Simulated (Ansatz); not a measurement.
**V: enthalpy against pressure**

V, Im-3m, a = 2.997 Å. Ansatz: PBE, PAW, 420 eV, Γ-centred 20×20×20 mesh on 1 atom, Gaussian smearing 0.10 eV; no spin polarisation. Cell and atoms are relaxed at each pressure, and no other structure is tried, so the rows at high pressure may lie past a change of phase. y is the enthalpy over the state at zero pressure; there V0 = 13.462 Å³/atom. The pressures are the targets, met within 0.07 GPa.

| P (GPa) | y (eV/atom) |
| --- | --- |
| -1.0 | -0.0842 |
| 0.0 | 0.0000 |
| 1.0 | 0.0838 |
| 4.0 | 0.3324 |
| 12.0 | ? |
| 25.0 | 1.9801 |
| 50.0 | 3.7818 |
| 90.0 | 6.4170 |

Problem. Fit y = c1 P + c2 P² + c3 P³ to the other rows, say what c1 and c2 mean, and predict the missing value.

Solution. Least squares on the rows shown. y = 0.083510 P − 0.00018496 P² + 5.4770×10⁻⁷ P³. Since dH/dP = V, c1 is V0: 0.083510 eV/GPa × 160.2 = 13.378 Å³ against 13.462; c2 = −V0/(2B0) gives B0 = 226 GPa, where a Birch–Murnaghan fit to the volumes of the same runs (not shown) gives 183 GPa: a cubic over this range folds the higher terms into c2. At P = 12.0 the fit asked for gives 0.9764 eV/atom. The run gave 0.9778 eV/atom, so the fit is 0.0014 eV/atom too low, 0.022 % of the span of the series, against an rms of 0.0007 eV/atom on the fitted rows. With a term in P⁴ added, a fit to the same known rows predicts 0.9780 eV/atom, so most of the miss is curvature that the known rows already hold.

The mesh isn't the same in all rows (20×20×20, 22×22×22).